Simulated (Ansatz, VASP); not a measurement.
## Re: VASP beside Ansatz

File INCAR:

```
PREC = Accurate
ENCUT = 600
EDIFF = 1E-7
ISMEAR = 0
SIGMA = 0.1
LREAL = False
LASPH = True
NELM = 100
ALGO = Normal
ISIF = 3
LWAVE = False
LCHARG = False
GGA = PS
IBRION = 2
NSW = 100
EDIFFG = -0.01
```

The input KPOINTS:

```
regular mesh
0
Gamma
  8 8 8
```

File POSCAR:

```
Re
1.0
    4.9127145473      0.0000000000      0.0000000000
    0.0000000000      4.9127145473      0.0000000000
    0.0000000000      0.0000000000      4.9127145473
Re
8
Direct
    0.5000000000      0.5000000000      0.5000000000
    0.0000000000      0.0000000000      0.0000000000
    0.2500000000      0.0000000000      0.5000000000
    0.5000000000      0.2500000000      0.0000000000
    0.5000000000      0.7500000000      0.0000000000
    0.7500000000      0.0000000000      0.5000000000
    0.0000000000      0.5000000000      0.7500000000
    0.0000000000      0.5000000000      0.2500000000
```

Input for Ansatz:

```yaml
crystal:
  lattice:
    - [4.9127145473, 0.0, 0.0]
    - [0.0, 4.9127145473, 0.0]
    - [0.0, 0.0, 4.9127145473]
  atoms:
    - { symbol: Re, position: [0.5, 0.5, 0.5] }
    - { symbol: Re, position: [0.0, 0.0, 0.0] }
    - { symbol: Re, position: [0.25, 0.0, 0.5] }
    - { symbol: Re, position: [0.5, 0.25, 0.0] }
    - { symbol: Re, position: [0.5, 0.75, 0.0] }
    - { symbol: Re, position: [0.75, 0.0, 0.5] }
    - { symbol: Re, position: [0.0, 0.5, 0.75] }
    - { symbol: Re, position: [0.0, 0.5, 0.25] }
basis:
  ecutwfc: 420
kpoints:
  mp_grid: { grid: [8, 8, 8] }
hamiltonian:
  xc: pbesol
scf:
  occupations: { method: gaussian, width: 0.1 }
output:
  forces: true
  stress: true
  eigenvalues: true
relax:
  adjacent_minimum: "off"
  f_tol: 0.01
  max_steps: 80
  cell: { stress_tol: 0.05 }
```

Alike in both runs: task relaxation of cell and atoms; functional PBEsol; k mesh 8 × 8 × 8; occupations gaussian, width 0.1 eV; no spin polarisation.

```csv
,VASP,Ansatz
version,VASP 6.6.1,Ansatz 0.2.0
potentials or method,"VASP PAW PBE potentials, release 64 (Re)","scalar-relativistic, plane waves, PAW"
plane-wave cutoff (eV),600,420
valence electrons in the cell,56,120
```

Ansatz gave:

- gap on the k mesh at the Fermi level, each at its own relaxed structure (eV): none
- relaxed volume (Å³/atom): 14.77
- relaxed cell length with the largest relative difference (Å): 4.907

Q: What did VASP give for the same quantities?

A: gap on the k mesh at the Fermi level, each at its own relaxed structure (eV): none; relaxed volume (Å³/atom): 14.76; relaxed cell length with the largest relative difference (Å): 4.906.

A gap of «none» marks a metal or a gap that the smearing closes. The two sets of potentials don't hold the same shells in valence.

Caveats: the PAW data sets were made with another functional, which shifts forces and pressure a little (VASP). Spin-orbit coupling is left out, which matters for the levels of Re.
